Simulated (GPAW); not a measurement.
# SiC (Moissanite) (P6_3mc) in GPAW: settings compared

Aim: see how the results for SiC (Moissanite) move with the level of theory and the settings. Levels: LDA, M06-L, PBE. Tasks: single point, relaxation of cell and atoms.

Program: GPAW 26.7.0. These are calculated values, not measurements. Logs are shortened: lines on timing, memory, paths and dates and some standing lists are left out, and cuts for length are marked. The log counts tension as positive stress, the text compression.

## Step 1: The crystal as given

Symmetry: P6_3mc, No. 186, hexagonal system. Conventional cell: a = 3.076 Å, b = 3.076 Å, c = 5.048 Å, α = 90.00°, β = 90.00°, γ = 120.00°. Si (site symmetry 3m) has 4 C at 1.87 to 1.94 Å as nearest neighbours. C (site symmetry 3m) has 4 Si at 1.87 to 1.94 Å as nearest neighbours.

## Step 2: Single point, LDA

The input, run.py:

```python
from ase.dft.bandgap import bandgap
from ase.io import read, write
from ase.units import GPa
from gpaw import GPAW, PW

atoms = read('SiC.xyz')

calc = GPAW(mode=PW(550),
            xc='LDA',
            kpts={'size': (8, 8, 4), 'gamma': True},
            occupations={'name': 'fermi-dirac', 'width': 0.05},
            nbands=18,
            convergence={'density': 1e-05, 'energy': 1e-05},
            maxiter=80,
            txt='gpaw.txt')
atoms.calc = calc
energy = atoms.get_potential_energy()
forces = atoms.get_forces()
stress = atoms.get_stress()
calc.write('gs.gpw')
write('result.traj', atoms)
print(f'Energy: {energy:.6f} eV')
print('Forces (eV/A):')
print(forces.round(4))
print('Stress (GPa):', (stress / GPa).round(3))
print('Fermi level:', round(calc.get_fermi_level(), 4), 'eV')
print(f'Gap: {bandgap(calc)[0]:.4f} eV, direct: {bandgap(calc, direct=True)[0]:.4f} eV')
```

The input, SiC.xyz:

```xyz
4
Lattice="3.0760000000 0.0000000000 0.0000000000 -1.5380000000 2.6638941420 0.0000000000 0.0000000000 0.0000000000 5.0480000000" Properties=species:S:1:pos:R:3 pbc="T T T"
Si     1.5380000002      0.8879647139      2.5240000000
Si    -0.0000000002      1.7759294281      0.0000000000
C      1.5380000002      0.8879647139      4.4674800000
C     -0.0000000002      1.7759294281      1.9434800000
```

Potentials or basis: the program's PAW data sets (release 1.2.1) made for this functional, pw.

Started as:

```
OMP_NUM_THREADS=1 python run.py
```

gpaw.txt:

```text
__  _  _
 | _ |_)|_||  |
 |__||  | ||/\| - 26.7.0

Input parameters:
  mode=PW(ecut=550.0),
  convergence={'density': 1e-05, 'energy': 1e-05},
  kpts=MonkhorstPack(size=(8, 8, 4), gamma=True),
  maxiter=80,
  nbands=18,
  occupations=Occupations(name='fermi-dirac', width=0.05),
  xc=XC(name='LDA')

Diagonalizing LCAO Hamiltonian
Converting LCAO to pw mode

           C

           Si
        C

        Si

Atoms  # Å, Bohr magnetons
|   | symbol |         x |        y |        z |    initial magnetic moments |
|---|--------|-----------|----------|----------|-----------------------------|
| 0 |     Si |  1.538000 | 0.887965 | 2.524000 | ( 0.0000,  0.0000,  0.0000) |
| 1 |     Si | -0.000000 | 1.775929 | 0.000000 | ( 0.0000,  0.0000,  0.0000) |
| 2 |      C |  1.538000 | 0.887965 | 4.467480 | ( 0.0000,  0.0000,  0.0000) |
| 3 |      C | -0.000000 | 1.775929 | 1.943480 | ( 0.0000,  0.0000,  0.0000) |

Unit cell  # Å
| periodic |         x |        y |        z |  lengths |     angles |
|----------|-----------|----------|----------|----------|------------|
|      yes |  3.076000 | 0.000000 | 0.000000 | 3.076000 |  90.000000 |
|      yes | -1.538000 | 2.663894 | 0.000000 | 3.076000 |  90.000000 |
|      yes |  0.000000 | 0.000000 | 5.048000 | 5.048000 | 120.000000 |

Number of symmetries: 6
Symmetry operations  # r_c * U_cc + t_c -> r_c
|   | kind |            matrix            |
|---|------|------------------------------|
| 0 |  σ   |  1, 1, 0,  0,-1, 0,  0, 0, 1 |
| 1 |  E   |  1, 0, 0,  0, 1, 0,  0, 0, 1 |
| 2 |  C3  |  0, 1, 0, -1,-1, 0,  0, 0, 1 |
| 3 |  σ   |  0,-1, 0, -1, 0, 0,  0, 0, 1 |
| 4 |  σ   | -1, 0, 0,  1, 1, 0,  0, 0, 1 |
| 5 |  C3  | -1,-1, 0,  1, 0, 0,  0, 0, 1 |

BZ-sampling:
  Number of BZ points: 256
  Number of IBZ points: 35

  Monkhorst-Pack size: [8, 8, 4]
  Monkhorst-Pack shift: [0.0625, 0.0625, 0.125]

K-points  # in reciprocal-cell coordinates
|     |                                coordinates |     weight |
|-----|--------------------------------------------|------------|
|   0 | (  0.00000000,   0.00000000,   0.00000000) | 0.00390625 |
|   1 | (  0.00000000,   0.00000000,   0.25000000) | 0.00781250 |
|   2 | (  0.00000000,   0.00000000,   0.50000000) | 0.00390625 |
|   3 | (  0.12500000,   0.00000000,  -0.25000000) | 0.02343750 |
|   4 | (  0.12500000,   0.00000000,   0.00000000) | 0.02343750 |
|   5 | (  0.12500000,   0.00000000,   0.25000000) | 0.02343750 |
|   6 | (  0.12500000,   0.00000000,   0.50000000) | 0.02343750 |
|   7 | (  0.25000000,  -0.12500000,   0.00000000) | 0.02343750 |
|   8 | (  0.25000000,  -0.12500000,   0.25000000) | 0.04687500 |
|   9 | (  0.25000000,  -0.12500000,   0.50000000) | 0.02343750 |
| ... |                                            |            |
|  34 | (  0.50000000,   0.50000000,   0.50000000) | 0.01171875 |

Plane wave coefficients: 1236
Cutoff: 550.0 eV

Spin-components: 1 (collinear spins)
Bands:           18
Projectors:      20
Spin-degeneracy: 2
Datatype:        complex128

Density:
  Valence electrons: 16.0
  Components: 1
  Grid points: [18 18 28]
  Charge: 0.0  # |e|

Potential:
  Grid points: [18 18 28]

species:
  Si:
    name:    Silicon
    Z:       14.0
    valence: 4
    core:    10
    charge:  0.0  # [|e|]
    compensation charges:
      type: gauss
      rc: 0.33  # [Å]
      lmax: 2
    cutoffs:
      filter: 1.86  # [Å]
      core: 2.06  # [Å]
    projectors
    | kind |    occ | energy [eV] | rcut [Å] |
    |------|--------|-------------|----------|
    |   3s |  2.000 |     -10.878 |    1.058 |
    |   3p |  2.000 |      -4.162 |    1.058 |
    |    s |        |      16.334 |    1.058 |
    |    p |        |      23.049 |    1.058 |
    |    d |        |       0.000 |    1.058 |

    Using partial waves for Si as LCAO basis

  C:
    name:    Carbon
    Z:       6.0
    valence: 4
    core:    2
    charge:  0.0  # [|e|]
    compensation charges:
      type: gauss
      rc: 0.20  # [Å]
      lmax: 2
    cutoffs:
      filter: 1.14  # [Å]
      core: 1.14  # [Å]
    projectors
    | kind |    occ | energy [eV] | rcut [Å] |
    |------|--------|-------------|----------|
    |   2s |  2.000 |     -13.639 |    0.635 |
    |   2p |  2.000 |      -5.414 |    0.635 |
    |    s |        |      13.573 |    0.635 |
    |    p |        |      21.797 |    0.635 |
    |    d |        |       0.000 |    0.635 |

    Using partial waves for C as LCAO basis

Reference energy: -17755.031442  # eV

eigensolver:
  PPCG
  Converge bands: occupied
  niter=2

density mixing:
  MSR1-Mixer
  Pratt-step length: 0.05
  Maximum mixing coefficient: 0.75
  Old densities: 10
  SVD Regularization: 0.005
  Good broyden scale: 1.0
  Trust region scale: 1.0
  Backstep threshold: 4.0
  History deletion threshold: 6.0
  Fourier metric: weight=20.0, sigma=0.015

occupation numbers:
  Fermi-Dirac:
    width: 0.0500  # eV

poisson solver:
  ecut: 4400.0  # eV

xc functional:
  name: None

convergence criteria:
- Maximum integral of absolute [dens]ity change: 1e-05 electrons / valence electron
- Maximum [total energy] change in last 3 cyles: 1e-05 eV / valence electron
- Maximum integral of absolute [eigenst]ate change: 4e-08 eV^2 / valence electron
maximum number of iterations: 80

SCF iterations
|iter     | |      energy | eigst |  dens |
|---------|-|-------------|-------|-------|
|iter:   1| |  -36.708366 | -0.13 |       |
|iter:   2| |  -35.901368 | -2.23 | -0.55 |
|iter:   3| |  -33.147148 | -0.91 | -0.60 |
|iter:   4| |  -33.132768 | -2.87 | -1.32 |
|iter:   5| |  -33.133931 | -3.63 | -1.71 |
|iter:   6| |  -33.134040 | -5.52 | -2.62 |
|iter:   7| |  -33.134045c| -6.91 | -3.43 |
|iter:   8| |  -33.134045c| -8.06c| -4.17 |
|iter:   9| |  -33.134045c| -7.80c| -4.52 |
|iter:  10| |  -33.134045c| -8.71c| -5.54c|

Converged in 10 steps
Energy contributions relative to reference atoms: (reference = -17755.031442)

Energy contributions:
  Kinetic:          33.108934
  Coulomb:         -27.746492
  Zero:             -0.041682
  External:          0.000000
  Xc:              -38.454806
  Entropy:          -0.000000
  Spinorbit:         0.000000
  ----------------------------
  Free energy:     -33.134045
  Extrapolated:    -33.134045

dipole moment: (-0.000004, -0.000001, -8.922857)  # |e|*Ang

Fermi level: 9.763
Eigenvalues  # (at kpt = [0.000, 0.000, 0.000])
| band index |      eig [eV] | occ [0-2] |
|------------|---------------|-----------|
|          0 |        -7.331 |     2.000 |
|          1 |        -3.779 |     2.000 |
|          2 |        -0.404 |     2.000 |
|          3 |         6.758 |     2.000 |
|          4 |         6.758 |     2.000 |
|          5 |         8.039 |     2.000 |
[... 8 lines left out ...]
|         14 |        16.920 |     0.000 |
|         15 |        19.522 |     0.000 |
|        ... |               |           |
|         17 |        19.654 |     0.000 |

Gap: 2.467 eV
Transition (v -> c):
  (s=0, k=0, n=7, [0.00, 0.00, 0.00]) -> (s=0, k=22, n=8, [0.38, 0.38, 0.00])
Direct/indirect transitions are different
Direct gap: 3.980 eV
Transition at: (s=0, k=32, n=7, [0.50, 0.50, 0.00])

Forces  # eV/Ang
|        x |        y |        z |
|----------|----------|----------|
|  0.00000 |  0.00000 |  0.74567 |  # Si   0
| -0.00000 |  0.00000 |  0.74559 |  # Si   1
|  0.00000 |  0.00000 | -0.74574 |  # C    2
| -0.00000 | -0.00000 | -0.74572 |  # C    3

Stress tensor  # eV/Ang^3
|         x |         y |         z |
|-----------|-----------|-----------|
|  0.007250 | -0.000000 |  0.000000 |
| -0.000000 |  0.007250 | -0.000000 |
|  0.000000 | -0.000000 |  0.035303 |

# Writing to gs.gpw (mode='')
```

It took 16 s on 1 thread of Arm Neoverse V1, shared host; peak memory 0.15 GiB.

These settings aren't checked as converged: the numbers below hold their error.

Results:

| Property | Result |
| --- | --- |
| Free energy | -33.1340 eV |
| Pressure | -2.7 GPa |
| Largest force | 0.746 eV/Å |
| Band gap on the k mesh | 2.47 eV, indirect (least direct gap 3.98 eV) |

Caveat: the cutoff is short for stress and forces, so pressures can be off by a GPa or more.

## Step 3: Relaxation of cell and atoms, M06-L

The input, run.py:

```python
from ase.filters import FrechetCellFilter
from ase.io import read, write
from ase.optimize import BFGS
from gpaw import GPAW, PW

atoms = read('SiC.xyz')

calc = GPAW(mode=PW(800),
            xc='M06-L',
            kpts={'size': (7, 7, 4), 'gamma': True},
            occupations={'name': 'fermi-dirac', 'width': 0.05},
            nbands=18,
            convergence={'density': 1e-06, 'energy': 1e-06, 'eigenstates': 1e-10},
            maxiter=150,
            txt='gpaw.txt')
atoms.calc = calc
opt = BFGS(FrechetCellFilter(atoms), trajectory='relax.traj', logfile='-')
done = opt.run(fmax=0.01, steps=100)
calc.write('gs.gpw')
write('result.traj', atoms)
print('Converged:', done)
print('Cell:', atoms.cell.cellpar().round(4))
print('Volume:', round(atoms.get_volume(), 4))
print(atoms.get_scaled_positions().round(5))
```

SiC.xyz is that of step 2.

Potentials or basis: GPAW PAW data sets (gpaw-data 1.2.1), pw.

Started as:

```
OMP_NUM_THREADS=1 python run.py
```

gpaw.txt:

```text
__  _  _
 | _ |_)|_||  |
 |__||  | ||/\| - 26.7.0

Input parameters:
  mode=PW(ecut=800.0),
  convergence={'density': 1e-06, 'energy': 1e-06, 'eigenstates': 1e-10},
  kpts=MonkhorstPack(size=(7, 7, 4), gamma=True),
  maxiter=150,
  nbands=18,
  occupations=Occupations(name='fermi-dirac', width=0.05),
  xc=XC(name='M06-L')

Diagonalizing LCAO Hamiltonian
Converting LCAO to pw mode

           C

           Si
        C

        Si

Atoms  # Å, Bohr magnetons
|   | symbol |         x |        y |        z |    initial magnetic moments |
|---|--------|-----------|----------|----------|-----------------------------|
| 0 |     Si |  1.538000 | 0.887965 | 2.524000 | ( 0.0000,  0.0000,  0.0000) |
| 1 |     Si | -0.000000 | 1.775929 | 0.000000 | ( 0.0000,  0.0000,  0.0000) |
| 2 |      C |  1.538000 | 0.887965 | 4.467480 | ( 0.0000,  0.0000,  0.0000) |
| 3 |      C | -0.000000 | 1.775929 | 1.943480 | ( 0.0000,  0.0000,  0.0000) |

Unit cell  # Å
| periodic |         x |        y |        z |  lengths |     angles |
|----------|-----------|----------|----------|----------|------------|
|      yes |  3.076000 | 0.000000 | 0.000000 | 3.076000 |  90.000000 |
|      yes | -1.538000 | 2.663894 | 0.000000 | 3.076000 |  90.000000 |
|      yes |  0.000000 | 0.000000 | 5.048000 | 5.048000 | 120.000000 |

Number of symmetries: 6
Symmetry operations  # r_c * U_cc + t_c -> r_c
|   | kind |            matrix            |
|---|------|------------------------------|
| 0 |  σ   |  1, 1, 0,  0,-1, 0,  0, 0, 1 |
| 1 |  E   |  1, 0, 0,  0, 1, 0,  0, 0, 1 |
| 2 |  C3  |  0, 1, 0, -1,-1, 0,  0, 0, 1 |
| 3 |  σ   |  0,-1, 0, -1, 0, 0,  0, 0, 1 |
| 4 |  σ   | -1, 0, 0,  1, 1, 0,  0, 0, 1 |
| 5 |  C3  | -1,-1, 0,  1, 0, 0,  0, 0, 1 |
[... 206 lines left out ...]
Gap: 2.711 eV
Transition (v -> c):
  (s=0, k=0, n=7, [0.00, 0.00, 0.00]) -> (s=0, k=22, n=8, [0.43, 0.29, 0.00])
Direct/indirect transitions are different
Direct gap: 4.369 eV
Transition at: (s=0, k=19, n=7, [0.43, 0.00, 0.00])

Stress tensor  # eV/Ang^3
|         x |         y |         z |
|-----------|-----------|-----------|
|  0.009594 |  0.000000 | -0.000000 |
|  0.000000 |  0.009594 | -0.000000 |
| -0.000000 | -0.000000 |  0.037979 |

Forces  # eV/Ang
|        x |       y |        z |
|----------|---------|----------|
| -0.00000 | 0.00000 |  0.79637 |  # Si   0
|  0.00000 | 0.00000 |  0.79632 |  # Si   1
| -0.00000 | 0.00000 | -0.79892 |  # C    2
| -0.00000 | 0.00000 | -0.79886 |  # C    3
[... 10 lines left out ...]
Atoms  # Å, Bohr magnetons
[... 21 lines left out ...]
| 3 |  σ   |  0,-1, 0, -1, 0, 0,  0, 0, 1 |
| 4 |  σ   | -1, 0, 0,  1, 1, 0,  0, 0, 1 |
| 5 |  C3  | -1,-1, 0,  1, 0, 0,  0, 0, 1 |
[... 396 lines left out ...]
|iter:   8| |  -39.803902 | -2.08 | -1.33 |
|iter:   9| |  -39.840300 | -3.21 | -1.54 |
|iter:  10| |  -39.828748 | -2.51 | -1.61 |
|iter:  11| |  -39.790012 | -3.87 | -1.86 |
|iter:  12| |  -39.828715 | -2.99 | -1.92 |
|iter:  13| |  -39.811992 | -3.37 | -2.11 |
|iter:  14| |  -39.814321 | -3.36 | -2.36 |
|iter:  15| |  -39.815427 | -4.09 | -2.79 |
|iter:  16| |  -39.813225 | -4.76 | -3.12 |
|iter:  17| |  -39.813151 | -5.57 | -3.49 |
|iter:  18| |  -39.813172 | -6.37 | -3.82 |
|iter:  19| |  -39.813176 | -6.72 | -4.17 |
|iter:  20| |  -39.813176c| -7.60 | -4.57 |
|iter:  21| |  -39.813176c| -8.01 | -4.95 |
|iter:  22| |  -39.813176c| -9.08 | -5.43 |
|iter:  23| |  -39.813176c|-10.18c| -5.97 |
|iter:  24| |  -39.813176c|-10.67c| -6.30c|

Converged in 24 steps
Energy contributions relative to reference atoms: (reference = -17827.944731)

Energy contributions:
  Kinetic:          21.179387
  Coulomb:         -15.739320
  Zero:             -0.139470
  External:          0.000000
  Xc:              -45.113773
  Entropy:          -0.000000
  Spinorbit:         0.000000
  ----------------------------
  Free energy:     -39.813176
  Extrapolated:    -39.813176
[... 280 lines left out ...]
Gap: 2.625 eV
Transition (v -> c):
  (s=0, k=0, n=7, [0.00, 0.00, 0.00]) -> (s=0, k=22, n=8, [0.43, 0.29, 0.00])
Direct/indirect transitions are different
Direct gap: 4.264 eV
Transition at: (s=0, k=19, n=7, [0.43, 0.00, 0.00])

Stress tensor  # eV/Ang^3
|         x |        y |        z |
|-----------|----------|----------|
|  0.013412 | 0.000000 | 0.000000 |
|  0.000000 | 0.013412 | 0.000000 |
| -0.000000 | 0.000000 | 0.003829 |

Forces  # eV/Ang
|        x |        y |        z |
|----------|----------|----------|
| -0.00000 |  0.00000 | -0.02548 |  # Si   0
|  0.00000 |  0.00000 | -0.02548 |  # Si   1
| -0.00000 | -0.00000 |  0.02368 |  # C    2
|  0.00000 |  0.00000 |  0.02371 |  # C    3
[... 491 lines left out ...]
|iter:  39| |  -39.385391 | -2.91 | -1.52 |
|iter:  40| |  -39.430687 | -3.49 | -1.58 |
|iter:  41| |  -39.537227 | -3.15 | -1.63 |
|iter:  42| |  -39.641471 | -3.01 | -1.70 |
|iter:  43| |  -39.769516 | -2.57 | -1.79 |
|iter:  44| |  -39.813198 | -2.94 | -2.10 |
|iter:  45| |  -39.815768 | -4.01 | -2.58 |
|iter:  46| |  -39.815706 | -4.47 | -3.00 |
|iter:  47| |  -39.815727 | -5.77 | -3.53 |
|iter:  48| |  -39.815739 | -6.12 | -3.86 |
|iter:  49| |  -39.815740c| -7.32 | -4.34 |
|iter:  50| |  -39.815741c| -7.45 | -4.64 |
|iter:  51| |  -39.815741c| -8.58 | -5.20 |
|iter:  52| |  -39.815741c| -9.03 | -5.53 |
|iter:  53| |  -39.815741c|-10.06c| -5.99 |
|iter:  54| |  -39.815741c|-10.69c| -6.41c|

Converged in 54 steps
Energy contributions relative to reference atoms: (reference = -17827.944731)

Energy contributions:
  Kinetic:          22.798524
  Coulomb:         -16.988831
  Zero:             -0.141042
  External:          0.000000
  Xc:              -45.484392
  Entropy:          -0.000000
  Spinorbit:         0.000000
  ----------------------------
  Free energy:     -39.815741
  Extrapolated:    -39.815741
[... 881 lines left out ...]
Forces  # eV/Ang
|        x |       y |        z |
|----------|---------|----------|
| -0.00000 | 0.00000 | -0.00224 |  # Si   0
| -0.00000 | 0.00000 | -0.00221 |  # Si   1
|  0.00000 | 0.00000 |  0.00257 |  # C    2
|  0.00000 | 0.00000 |  0.00256 |  # C    3

# Writing to gs.gpw (mode='')
```

Wall time 28 min (1 thread of Arm Neoverse V2, shared host); peak memory 0.63 GiB.

What came out:

* Free energy: -39.8157 eV
* Relaxed volume: 10.19 Å³/atom
* Relaxed cell: a = 3.060 Å, b = 3.060 Å, c = 5.026 Å, α = 90.00°, β = 90.00°, γ = 120.00°
* Space group after relaxing (to 0.05 Å): P6_3mc (No. 186)
* Energy gained by relaxing: 11.4 meV/atom
* Ionic steps: 9
* Pressure after relaxing: 0.0 GPa
* Band gap on the k mesh: 2.60 eV, indirect (least direct gap 4.30 eV)

Forces in eV/Å, atoms in the order of the input:
```
Si   0.000  0.000 -0.002
Si   0.000  0.000 -0.002
C    0.000  0.000  0.003
C    0.000  0.000  0.003
```

The path:
```
step  energy change (eV)  largest force (eV/Å)  pressure (GPa)  volume (Å³)
   1              0.0000                0.7989           -3.05        41.36
   2             -0.0303                0.4388           -2.77        41.28
   3             -0.0430                0.0828           -1.86        41.10
   4             -0.0439                0.0255           -1.64        41.05
   5             -0.0454                0.0372           -0.68        40.88
   6             -0.0456                0.0252           -0.09        40.78
   7             -0.0456                0.0056            0.05        40.75
   8             -0.0456                0.0008            0.04        40.75
   9             -0.0456                0.0026            0.03        40.76
```

Final structure:
```xyz
4
Lattice="3.0601 0.0000 0.0000 -1.5300 2.6501 0.0000 0.0000 0.0000 5.0257" Properties=species:S:1:pos:R:3 pbc="T T T"
Si    1.5300    0.8834    2.5371
Si    0.0000    1.7667    0.0242
C     1.5300    0.8834    4.4232
C     0.0000    1.7667    1.9104
```

Caveat: later steps reuse the first step's grids; the PAW data sets were made with another functional, which shifts forces and pressure a little; an odd mesh through Γ misses points on the zone boundary, where band edges often lie.

## Step 4: Single point, PBE

The input, run.py:

```python
from ase.dft.bandgap import bandgap
from ase.io import write
from ase.spacegroup import crystal
from ase.units import GPa
from gpaw import GPAW, PW

# Si 2b
# C 2b
atoms = crystal(['Si', 'C'],
                basis=[[0.6666666667, 0.3333333333, 0.5],
                       [0.6666666667, 0.3333333333, 0.885]],
                spacegroup=186, setting=1,  # P6_3mc
                cellpar=[3.076, 3.076, 5.048, 90.0, 90.0, 120.0],
                primitive_cell=True)

calc = GPAW(mode=PW(300),
            xc='PBE',
            kpts={'size': (7, 7, 4), 'gamma': True},
            occupations={'name': 'fermi-dirac', 'width': 0.05},
            nbands=18,
            convergence={'density': 1e-05, 'energy': 1e-05},
            maxiter=80,
            txt='gpaw.txt')
atoms.calc = calc
energy = atoms.get_potential_energy()
forces = atoms.get_forces()
stress = atoms.get_stress()
calc.write('gs.gpw')
write('result.traj', atoms)
print(f'Energy: {energy:.6f} eV')
print('Forces (eV/A):')
print(forces.round(4))
print('Stress (GPa):', (stress / GPa).round(3))
print('Fermi level:', round(calc.get_fermi_level(), 4), 'eV')
print(f'Gap: {bandgap(calc)[0]:.4f} eV, direct: {bandgap(calc, direct=True)[0]:.4f} eV')
```

Started as:

```
OMP_NUM_THREADS=1 python run.py
```

Wall time 6.1 s (1 thread of Arm Neoverse V2, shared host); peak memory 0.13 GiB.

These settings aren't checked as converged: the numbers below hold their error.

What came out:

- Free energy: -28.6346 eV
- Pressure: -10.6 GPa
- Largest force: 0.790 eV/Å
- Band gap on the k mesh: 2.62 eV, indirect (least direct gap 4.08 eV)

Caveat: the cutoff is short for stress and forces, so pressures can be off by a GPa or more; an odd mesh through Γ misses points on the zone boundary, where band edges often lie.
